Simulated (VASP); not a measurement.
Wanted: the native input for a VASP 6.6.1 run.

| Item | Value |
| --- | --- |
| Task | relaxation of cell and atoms |
| Functional | PBEsol |
| Potentials or basis | VASP PAW PBE potentials, release 64 (K_sv, F) |
| Cutoff | 600 eV |
| k mesh | 10 × 10 × 10 |
| Occupations | gaussian, width 0.03 eV |
| Spin | no spin polarisation |
| Further INCAR settings | ALGO = Normal; EDIFF = 1e-07; IBRION = 2; EDIFFG = -0.005; NSW = 90; ISIF = 3 |

The structure of KF (Carobbiite) lies in POSCAR:

```
KF                                      
1.0
    0.0000000000      2.6558979372      2.6558979372
    2.6558979372     -0.0000000000      2.6558979372
    2.6558979372      2.6558979372      0.0000000000
  K               F             
     1     1
Direct
     0.0000000000000000    0.0000000000000000    0.0000000000000000
     0.5000000000000000    0.5000000000000000    0.5000000000000000
```

One way to write it, as run:

INCAR

```
PREC = Accurate
ENCUT = 600
EDIFF = 1E-7
ISMEAR = 0
SIGMA = 0.03
LREAL = F
LASPH = T
NELM = 80
ALGO = Normal
ISIF = 3
LWAVE = F
LCHARG = F
GGA = PS
IBRION = 2
NSW = 90
EDIFFG = -0.005
```

KPOINTS

```
regular mesh
0
Gamma
  10 10 10
```

Potentials or basis: VASP PAW PBE potentials, release 64 (K_sv, F).

Launch:

```console
$ cat potpaw_PBE.64/K_sv/POTCAR potpaw_PBE.64/F/POTCAR > POTCAR
$ mpirun -np 1 vasp_std > vasp.out
```

It gave:

| Quantity | Value |
| --- | --- |
| Relaxed volume | 18.71 Å³/atom |
| Relaxed cell | a = 3.755 Å, b = 3.755 Å, c = 3.755 Å, α = 60.00°, β = 60.00°, γ = 60.00° |
| Space group after relaxing (to 0.05 Å) | Fm-3m (No. 225) |
| Energy gained by relaxing | 0.0 meV/atom |
| Ionic steps | 2 |
| Pressure after relaxing | 0.0 GPa |
| Band gap on the k mesh | 6.13 eV, direct |

Caveat: the PAW data sets were made with another functional, which shifts forces and pressure a little.

It took 23 s on 1 thread of Intel(R) Xeon(R) 6975P-C (Granite Rapids) (shared host), peak memory 0.19 GiB.
